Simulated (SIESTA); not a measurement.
**SnSe under changes of volume**

One of the cells (27.271 Å³/atom); the others are scaled copies at fixed shape and fractional positions:

```xyz
2
Lattice="0.0000 3.0100 3.0100 3.0100 0.0000 3.0100 3.0100 3.0100 0.0000" Properties=species:S:1:pos:R:3 pbc="T T T"
Sn    0.0000    0.0000    0.0000
Se    3.0100    3.0100    3.0100
```

Measurements of this composition are mostly on another form, of space group No. 62.

* Program: SIESTA 5.4.2
* Functional: LDA
* Potentials or basis: PseudoDojo 0.4 standard (LDA files)
* Basis: DZP (energy shift 0.003 Ry; two zetas on semicore shells)
* Grid cutoff: 500 Ry
* Energy shift: 0.003 Ry
* k mesh: 8 × 8 × 8
* Occupations: fermi-dirac, width 0.05 eV
* Spin: no spin polarisation

| volume (Å³/atom) | energy over the lowest point (meV/atom) | pressure (GPa) | gap on the mesh (eV) |
| --- | --- | --- | --- |
| 25.635 | 4.60 | 2.1 | 0.78 |
| 26.180 | 0.05 | 0.6 | 0.70 |
| 26.725 | 0.00 | -0.6 | 0.61 |
| 27.271 | 4.10 | -1.8 | 0.52 |
| 27.816 | 11.96 | -2.8 | 0.43 |
| 28.362 | 23.04 | -3.7 | 0.35 |
| 28.907 | ? | ? | ? |

Question: What does the run at 28.907 Å³/atom give?

Answer: Energy over the lowest point 37.13 meV/atom; pressure -4.5 GPa; gap on the mesh 0.28 eV.

Worked out: A Birch-Murnaghan fit of order 3 (a polynomial in V^(-2/3)) to the other rows has its minimum at 26.45 Å³/atom with B0 = V·E''(V) = 62 GPa and B' = 4.3. It gives 37.14 meV/atom at 28.907 Å³/atom, against the run's 37.13, and -dE/dV = -4.5 GPa, against -4.5. A straight line through the other rows of the gap, of slope -4.31 eV per unit of ln V, extrapolates to 0.27 eV, against the run's 0.28.

Energies are extrapolated to zero smearing.

Caveats: spin-orbit coupling is left out, which moves the levels of the heavy elements; the basis of atomic orbitals isn't converged, which shifts pressures, moduli and gaps.

A mesh can miss the band edges.
